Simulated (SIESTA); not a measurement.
## MoS2 under changes of volume

One of the cells (32.355 Å³/atom); the others are scaled copies at fixed shape and fractional positions:

```
CELL_PARAMETERS angstrom
3.20563 0.00000 0.00000
-1.60282 2.77616 0.00000
0.00000 0.00000 21.81405
ATOMIC_POSITIONS crystal
Mo 0.33333 0.66667 0.85116
Mo 0.66667 0.33333 0.14884
S 0.66667 0.33333 0.77963
S 0.33333 0.66667 0.07725
S 0.66667 0.33333 0.92275
S 0.33333 0.66667 0.22037
```

* Program: SIESTA 5.4.2
* Functional: PBEsol
* Potentials or basis: PseudoDojo 0.4 standard (PBEsol files)
* Basis: DZP (energy shift 0.003 Ry; two zetas on semicore shells)
* Grid cutoff: 800 Ry
* Energy shift: 0.003 Ry
* k mesh: 10 × 10 × 2
* Occupations: fermi-dirac, width 0.05 eV
* Spin: no spin polarisation

```csv
volume (Å³/atom),energy over the lowest point (meV/atom),gap on the mesh (eV),largest force (eV/Å)
29.817,?,?,?
30.452,10.53,1.44,1.059
31.086,0.00,1.41,0.665
32.355,1.01,1.34,0.081
32.990,11.11,1.31,0.392
33.624,26.72,1.29,0.680
```

What does the run at 29.817 Å³/atom give?

Energy over the lowest point 29.57 meV/atom; gap on the mesh 1.47 eV; largest force 1.485 eV/Å.

Worked out: A Birch-Murnaghan fit of order 3 (a polynomial in V^(-2/3)) to the other rows has its minimum at 31.66 Å³/atom with B0 = V·E''(V) = 87 GPa and B' = 4.3 at fixed shape and positions, which overstates the stiffness. It gives 29.57 meV/atom at 29.817 Å³/atom, against the run's 29.57. A straight line through the other rows of the gap, of slope -1.57 eV per unit of ln V, extrapolates to 1.47 eV, against the run's 1.47.

Energies are extrapolated to zero smearing.

Caveats: the basis of atomic orbitals isn't converged, which shifts pressures, moduli and gaps.

A mesh can miss the band edges. Spin-orbit coupling on Mo is left out.
